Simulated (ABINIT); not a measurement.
# LiCl (Fm-3m) in ABINIT: a series of runs, part 2 of 2

ABINIT 10.8.3 (patched build). Earlier steps stand in the parts before.

## Step 3: Single point, PBEsol

File run.abi:

```
pp_dirpath "./"
pseudos "Cl.GGA_PBE-JTH.xml, Li.GGA_PBE-JTH.xml"

acell 3*1.0 Angstrom
rprim
     0.0000000000     2.5647700000     2.5647700000
     2.5647700000     0.0000000000     2.5647700000
     2.5647700000     2.5647700000     0.0000000000
ntypat 2
znucl 17 3
natom 2
typat 1 2
xred
     0.5000000000     0.5000000000     0.5000000000
     0.0000000000     0.0000000000     0.0000000000

ecut 25.0
pawecutdg 47.0

kptopt 1
ngkpt 12 12 12
nshiftk 1
shiftk 0.0 0.0 0.0

ixc -116133

nband 9
occopt 3
tsmear 0.00183747

nstep 100
tolvrs 1.0e-9

iomode 3
prtwf 0
prtden 0
prteig 0
prtebands 0
enunit 1
```

Potentials or basis: JTH PAW PBE v2.0.

Command:

```console
$ abinit run.abi > log 2>&1
```

run.abo:

```text
.Version 10.8.3 of ABINIT
 Symmetries : space group Fm -3 m (#225); Bravais cF (face-center cubic)
================================================================================
 Values of the parameters that define the memory need of the present run
     intxc =       0    ionmov =       0      iscf =      17    lmnmax =       9
     lnmax =       5     mgfft =      32  mpssoang =       2    mqgrid =    3001
     natom =       2  nloc_mem =       2    nspden =       1   nspinor =       1
    nsppol =       1      nsym =      48    n1xccc =       1    ntypat =       2
    occopt =       3   xclevel =       2
       mpw =        1375          nfft =       32768          nkpt =          72
 PAW method is used; the additional fine FFT grid is defined by:
   mgfftf=        45    nfftf =     91125
================================================================================
================================================================================

--------------------------------------------------------------------------------
------------- Echo of variables that govern the present computation ------------
--------------------------------------------------------------------------------
 -outvars: echo values of preprocessed input variables --------
            acell      1.8897261259E+00  1.8897261259E+00  1.8897261259E+00 Bohr
              amu      3.54527000E+01  6.94100000E+00
             ecut      2.50000000E+01 Hartree
           enunit           1
                       outvar_i_n : Printing only first  50 k-points.
              ixc     -116133
                       outvar_i_n : Printing only first  50 k-points.
         kptrlatt       12    0    0      0   12    0      0    0   12
          kptrlen      8.22514450E+01
            natom           2
            nband           9
            ngfft          32      32      32
          ngfftdg          45      45      45
             nkpt          72
            nstep         100
             nsym          48
           ntypat           2
                       prtocc : prtvol=0, do not print more k-points.
           occopt           3
        pawecutdg      4.70000000E+01 Hartree
         pawxcdev           0
           prtden           0
        prtebands           0
           prteig           0
            prtwf           0
            rprim      0.0000000000E+00  2.5647700000E+00  2.5647700000E+00
                       2.5647700000E+00  0.0000000000E+00  2.5647700000E+00
                       2.5647700000E+00  2.5647700000E+00  0.0000000000E+00
          spgroup         225
           tolvrs      1.00000000E-09
           tsmear      1.83747000E-03 Hartree
            typat      1  2
           useylm           1
                       outvars : Printing only first  50 k-points.
           xangst      2.5647700000E+00  2.5647700000E+00  2.5647700000E+00
                       0.0000000000E+00  0.0000000000E+00  0.0000000000E+00
            xcart      4.8467128759E+00  4.8467128759E+00  4.8467128759E+00
                       0.0000000000E+00  0.0000000000E+00  0.0000000000E+00
             xred      5.0000000000E-01  5.0000000000E-01  5.0000000000E-01
                       0.0000000000E+00  0.0000000000E+00  0.0000000000E+00
            znucl       17.00000    3.00000

================================================================================

 chkinp: Checking input parameters for consistency.

================================================================================
== DATASET  1 ==================================================================

--- !DatasetInfo
iteration_state: {dtset: 1, }
dimensions: {natom: 2, nkpt: 72, mband: 9, nsppol: 1, nspinor: 1, nspden: 1, mpw: 1375, }
cutoff_energies: {ecut:  25.0, pawecutdg:  47.0, }
electrons: {nelect:   1.00000000E+01, charge:   0.00000000E+00, occopt:   3.00000000E+00, tsmear:   1.83747000E-03, }
[... 72 lines left out ...]
- [  0.0000000,   4.8467129,   4.8467129, ]
- [  4.8467129,   0.0000000,   4.8467129, ]
- [  4.8467129,   4.8467129,   0.0000000, ]
lattice_lengths: [   6.85429,    6.85429,    6.85429, ]
lattice_angles: [ 60.000,  60.000,  60.000, ] # degrees, (23, 13, 12)
lattice_volume:   2.2770464E+02
convergence: {deltae:  1.414E-12, res2:  4.038E-11, residm:  1.358E-04, diffor: null, }
etotal    :  -2.26886644E+01
entropy   :   0.00000000E+00
fermie    :   1.74702440E-01
cartesian_stress_tensor: # hartree/bohr^3
- [  4.33482818E-05,   0.00000000E+00,   0.00000000E+00, ]
- [  0.00000000E+00,   4.33482818E-05,   0.00000000E+00, ]
- [  0.00000000E+00,   0.00000000E+00,   4.33482818E-05, ]
pressure_GPa:  -1.2754E+00
xred      :
- [  5.0000E-01,   5.0000E-01,   5.0000E-01, Cl]
- [  0.0000E+00,   0.0000E+00,   0.0000E+00, Li]
cartesian_forces: # hartree/bohr
- [ -0.00000000E+00,  -0.00000000E+00,  -0.00000000E+00, ]
[... 5 lines left out ...]
 ------------------------------------------------
 Atom  Sphere_radius  Integrated_density
    1        1.80365          4.32796621
    2        1.60265          2.03738778

================================================================================

 ----iterations are completed or convergence reached----

 Mean square residual over all n,k,spin=   33.557E-08; max=  13.582E-05
 reduced coordinates (array xred) for    2 atoms
       0.500000000000      0.500000000000      0.500000000000
       0.000000000000      0.000000000000      0.000000000000
 rms dE/dt=  0.0000E+00; max dE/dt=  0.0000E+00; dE/dt below (all hartree)
    1       0.000000000000      0.000000000000      0.000000000000
    2       0.000000000000      0.000000000000      0.000000000000

 cartesian coordinates (angstrom) at end:
    1      2.56477000000000     2.56477000000000     2.56477000000000
    2      0.00000000000000     0.00000000000000     0.00000000000000

 cartesian forces (hartree/bohr) at end:
[... 6 lines left out ...]
    2     -0.00000000000000    -0.00000000000000    -0.00000000000000
 frms,max,avg= 0.0000000E+00 0.0000000E+00   0.000E+00  0.000E+00  0.000E+00 e/A
 length scales=  1.889726125908  1.889726125908  1.889726125908 bohr
              =  1.000000000000  1.000000000000  1.000000000000 angstroms
 Fermi (or HOMO) energy (eV) =   4.75390   Average Vxc (eV)=  -8.94237
 Eigenvalues (   eV  ) for nkpt=  72  k points:
 kpt#   1, nband=  9, wtk=  0.00058, kpt=  0.0000  0.0000  0.0000 (reduced coord)
 -42.36145  -12.91955    0.47237    0.47237    0.47237    6.59368   12.13746   12.13746
  12.13746
 prteigrs : prtvol=0 or 1, do not print more k-points.

--- !EnergyTerms
iteration_state     : {dtset: 1, }
comment             : Components of total free energy in Hartree
kinetic             :  8.05064654554280E+00
hartree             :  3.44610341683408E+00
xc                  : -5.27562985204010E+00
Ewald energy        : -1.60774317274495E+01
psp_core            :  4.57938639744476E-01
local_psp           : -1.21447833394316E+01
PAW spherical_terms : -1.14550800920469E+00
internal            : -2.26886643260045E+01
'-kT*entropy'       :  7.83295916279421E-16
total_energy        : -2.26886643260045E+01
total_energy_eV     : -6.17390008380319E+02
...

--- !EnergyTermsDC
iteration_state     : {dtset: 1, }
comment             : '"Double-counting" decomposition of free energy'
band_energy         : -4.20301337677144E+00
Ewald energy        : -1.60774317274495E+01
psp_core            :  4.57938639744476E-01
xc_dc               : -3.00586769503780E+00
PAW spherical_terms :  1.39709752560610E-01
internal            : -2.26886644069536E+01
'-kT*entropy'       :  7.83295916279421E-16
total_energy_dc     : -2.26886644069536E+01
total_energy_dc_eV  : -6.17390010583057E+02
...

--- !EnergyTermsWithPAWCore
iteration_state     : {dtset: 1, }
comment             : 'Components of total free energy, including PAW core contributions'
Total energy        : -4.68407640095526E+02
Total energy DC     : -4.68407640176475E+02
Total energy (eV)   : -1.27460212152078E+04
Total energy DC (eV): -1.27460212174105E+04
...

 Cartesian components of stress tensor (hartree/bohr^3)
  sigma(1 1)=  4.33482818E-05  sigma(3 2)=  0.00000000E+00
  sigma(2 2)=  4.33482818E-05  sigma(3 1)=  0.00000000E+00
  sigma(3 3)=  4.33482818E-05  sigma(2 1)=  0.00000000E+00

-Cartesian components of stress tensor (GPa)         [Pressure= -1.2754E+00 GPa]
- sigma(1 1)=  1.27535048E+00  sigma(3 2)=  0.00000000E+00
- sigma(2 2)=  1.27535048E+00  sigma(3 1)=  0.00000000E+00
- sigma(3 3)=  1.27535048E+00  sigma(2 1)=  0.00000000E+00

== END DATASET(S) ==============================================================
================================================================================

 -outvars: echo values of variables after computation  --------
            acell      1.8897261259E+00  1.8897261259E+00  1.8897261259E+00 Bohr
           etotal     -2.2688664407E+01
            fcart     -0.0000000000E+00 -0.0000000000E+00 -0.0000000000E+00
                      -0.0000000000E+00 -0.0000000000E+00 -0.0000000000E+00
            rprim      0.0000000000E+00  2.5647700000E+00  2.5647700000E+00
                       2.5647700000E+00  0.0000000000E+00  2.5647700000E+00
                       2.5647700000E+00  2.5647700000E+00  0.0000000000E+00
           strten      4.3348281808E-05  4.3348281808E-05  4.3348281808E-05
                       0.0000000000E+00  0.0000000000E+00  0.0000000000E+00
           xangst      2.5647700000E+00  2.5647700000E+00  2.5647700000E+00
                       0.0000000000E+00  0.0000000000E+00  0.0000000000E+00
             xred      5.0000000000E-01  5.0000000000E-01  5.0000000000E-01
                       0.0000000000E+00  0.0000000000E+00  0.0000000000E+00
 Calculation completed.
```

It took 25 s on 1 thread of Arm Neoverse V2, shared host; peak memory 0.11 GiB.

Results:

| Quantity | Value |
| --- | --- |
| Free energy | -617.3900 eV |
| Pressure | -1.3 GPa |
| Band gap on the k mesh | 6.12 eV, direct |
| Valence electrons inside the program's atomic spheres | Cl 4.33; Li 2.04 |

Levels at points of the mesh, in eV from the valence-band top:
```
           k point  band 2  band 3  band 4  band 5  band 6  band 7  band 8  band 9
(0.00, 0.00, 0.00)  -13.40    0.00    0.00    0.00    6.12   11.66   11.66   11.66
(0.50, 0.00, 0.00)  -12.81   -2.88   -0.26   -0.26    6.54    9.32    9.32   12.81
(0.50, 0.50, 0.00)  -12.56   -2.96   -1.13   -1.13    7.70    8.04   12.27   14.00
```

Caveat: the PAW data sets were made with another functional, which shifts forces and pressure a little.

## Step 4: Single point, LDA

File run.abi:

```
# Pseudopotentials
pp_dirpath "./"
pseudos "Cl.LDA_PW-JTH.xml, Li.LDA_PW-JTH.xml"

# Structure
acell 6.8542870774 6.8542870774 6.8542870774
rprim
     0.0000000000     0.7071067812     0.7071067812
     0.7071067812     0.0000000000     0.7071067812
     0.7071067812     0.7071067812     0.0000000000
ntypat 2
znucl 17 3
natom 2
typat 1 2
xcart
     2.5647700000     2.5647700000     2.5647700000
     0.0000000000     0.0000000000     0.0000000000 Angstrom

# Plane-wave basis
ecut 25.0
pawecutdg 47.0

# k points
kptopt 1
ngkpt 5 5 5
nshiftk 1
shiftk 0.0 0.0 0.0

# Exchange and correlation
ixc 7

# Bands and occupations
nband 9
occopt 3
tsmear 0.00183747

# SCF cycle
nstep 100
tolvrs 1.0e-9

# Output
iomode 3
prtwf 0
prtden 0
prteig 0
prtebands 0
enunit 2
prtvol 2
```

Potentials or basis: JTH PAW LDA v2.0.

Command:

```console
$ abinit run.abi > log 2>&1
```

It took 3.7 s on 1 thread of Arm Neoverse V2, shared host; peak memory 0.11 GiB.

The run converged. Its results:

```yaml
Free_energy: -618.0811 eV
Pressure: -3.2 GPa
Band_gap_on_the_k_mesh: 5.98 eV, direct
Valence_electrons_inside_the_program's_atomic_spheres: Cl 4.33; Li 2.04
```

Levels at points of the mesh, in eV from the valence-band top:
```csv
k point,band 3,band 4,band 5,band 6,band 7,band 8
"(0.00, 0.00, 0.00)",0.00,0.00,0.00,5.98,11.59,11.59
```

Caveat: the k mesh is coarse (spacing up to 0.42 Å⁻¹), so the values aren't converged. As with any semilocal functional, this LDA gap is likely too small.

## Step 5: Single point, PBE

File run.abi:

```
# Pseudopotentials
pp_dirpath "./"
pseudos "Cl.GGA_PBE-JTH.xml, Li.GGA_PBE-JTH.xml"

# Structure
acell 6.8542870774 6.8542870774 6.8542870774
rprim
     0.0000000000     0.7071067812     0.7071067812
     0.7071067812     0.0000000000     0.7071067812
     0.7071067812     0.7071067812     0.0000000000
ntypat 2
znucl 17 3
natom 2
typat 1 2
xred
     0.5000000000     0.5000000000     0.5000000000
     0.0000000000     0.0000000000     0.0000000000

# Plane-wave basis
ecut 680.284656 eV
pawecutdg 47.0

# k points
kptopt 1
ngkpt 4 4 4
nshiftk 1
shiftk 0.0 0.0 0.0

# Exchange and correlation
ixc 11

# Bands and occupations
nband 9
occopt 3
tsmear 0.00183747

# SCF cycle
nstep 100
tolvrs 1.0e-9

# Output
iomode 3
prtwf 0
prtden 0
prteig 0
prtebands 0
enunit 2
```

Potentials or basis: JTH PAW PBE v2.0.

Command:

```console
$ abinit run.abi > log 2>&1
```

It took 4.2 s on 1 thread of Arm Neoverse V2, shared host; peak memory 0.11 GiB.

The run converged. Its results:

```
Free energy                                           : -619.8597 eV
Pressure                                              : 0.5 GPa
Band gap on the k mesh                                : 6.32 eV, direct
Valence electrons inside the program's atomic spheres : Cl 4.35; Li 2.04
```

Levels at points of the mesh, in eV from the valence-band top:
| k point | band 3 | band 4 | band 5 | band 6 | band 7 | band 8 |
| --- | --- | --- | --- | --- | --- | --- |
| (0.00, 0.00, 0.00) | 0.00 | 0.00 | 0.00 | 6.32 | 11.80 | 11.80 |
| (0.50, 0.00, 0.00) | -2.82 | -0.25 | -0.25 | 6.74 | 9.43 | 9.43 |
| (0.50, 0.50, 0.00) | -2.89 | -1.10 | -1.10 | 7.82 | 8.25 | 12.44 |

Caveat: the k mesh is coarse (spacing up to 0.53 Å⁻¹), so the values aren't converged.

## Step 6: Overview

| level | potentials or basis | k mesh | mesh quality | gap on the mesh (eV) | pressure (GPa) |
| --- | --- | --- | --- | --- | --- |
| PBE | JTH PAW PBE v2.0 | 7 × 7 × 7 | not flagged | 6.32 | 0.4 |
| PBEsol | JTH PAW PBE v2.0 | 12 × 12 × 12 | not flagged | 6.12 | -1.3 |
| LDA | JTH PAW LDA v2.0 | 5 × 5 × 5 | coarse | 5.98 | -3.2 |
| PBE | JTH PAW PBE v2.0 | 4 × 4 × 4 | coarse | 6.32 | 0.5 |

Alike in all rows: task single point; no spin polarisation; cell as given; cutoff (eV) 680; smearing fermi-dirac 0.05 eV.

Caveats: some runs use coarse meshes; an odd mesh through Γ misses points on the zone boundary, where band edges often lie (some runs); the PAW data sets were made with another functional, which shifts forces and pressure a little (some runs).

Total energies depend on the potentials used, so only differences within one code and one set of settings carry meaning.
